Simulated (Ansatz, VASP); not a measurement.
Two plane-wave programs on Pt

The input INCAR:

```
PREC     = Accurate       # precision mode
ENCUT    = 600            # plane-wave cutoff, eV
EDIFF    = 1E-6           # SCF threshold, eV
ISMEAR   = -1             # smearing method
SIGMA    = 0.05           # smearing width, eV
LREAL    = False          # projectors in reciprocal space
LASPH    = True           # aspherical terms in the spheres
NELM     = 100            # most SCF steps
ALGO     = Fast           # electronic algorithm
ISIF     = 3              # what is computed and relaxed
LWAVE    = False          # write WAVECAR
LCHARG   = False          # write CHGCAR
GGA      = B5             # functional
ALDAX    = 1.0          
AGGAX    = 1.0          
AGGAC    = 1.0          
ALDAC    = 0.0          
IVDW     = 13             # dispersion correction
VDW_S6   = 1.0          
VDW_S8   = 2.34076671   
VDW_A1   = 0.44488865   
VDW_A2   = 4.0933009    
IBRION   = 2              # ionic algorithm
NSW      = 60             # ionic steps
EDIFFG   = -0.02          # ionic threshold
```

Contents of KPOINTS:

```
Automatic mesh
0
Gamma
  12 12 12
```

Contents of POSCAR:

```
Pt
1.0
    0.0000000000      1.9609000000      1.9609000000
    1.9609000000      0.0000000000      1.9609000000
    1.9609000000      1.9609000000      0.0000000000
Pt
1
Direct
    0.0000000000      0.0000000000      0.0000000000
```

File input.yaml:

```yaml
crystal:
  lattice:
    - [0.0, 1.9609, 1.9609]
    - [1.9609, 0.0, 1.9609]
    - [1.9609, 1.9609, 0.0]
  atoms:
    - { symbol: Pt, position: [0.0, 0.0, 0.0] }
hamiltonian:
  xc: blyp
  pseudopotentials: { kind: paw }
  dispersion: d4
kpoints:
  mp_grid: { grid: [12, 12, 12] }
scf:
  occupations: { method: fermi_dirac, width: 0.05 }
output:
  forces: true
  stress: true
relax:
  f_tol: 0.01
  max_steps: 40
  cell: { stress_tol: 0.05 }
```

Alike in both runs: task relaxation of cell and atoms; functional BLYP; dispersion D4; k mesh 12 × 12 × 12; occupations fermi-dirac, width 0.05 eV; no spin polarisation.

|  | VASP | Ansatz |
| --- | --- | --- |
| version | VASP 6.6.1 | Ansatz 0.2.0 |
| potentials or method | VASP PAW PBE potentials, release 64 (Pt) | Ansatz PAW |
| plane-wave cutoff (eV) | 600 | 420 |
| valence electrons in the cell | 10 | 18 |

```tsv
	VASP	Ansatz	Ansatz less VASP
relaxed volume (Å³/atom)	15.72	15.64	-0.081
relaxed cell length with the largest relative difference (Å)	2.812	2.807	-0.0048
energy change over the relaxation (meV/atom)	-22	-17	+5.6
```

The two sets of potentials don't hold the same shells in valence.

Caveats: the PAW data sets were made with another functional, which shifts forces and pressure a little (VASP); pairwise dispersion overbinds metals, which lowers pressure and volume (VASP); the plane-wave basis is chosen anew once the cell has moved, so the energies of steps on either side of that aren't comparable (Ansatz); the PAW data sets come from PBE, with cores solved anew for the run's functional, which leaves a small shift of forces and pressure (Ansatz). The runs have no spin-orbit coupling, so splittings on Pt are missing. Zero-point motion and thermal expansion aren't in these numbers.
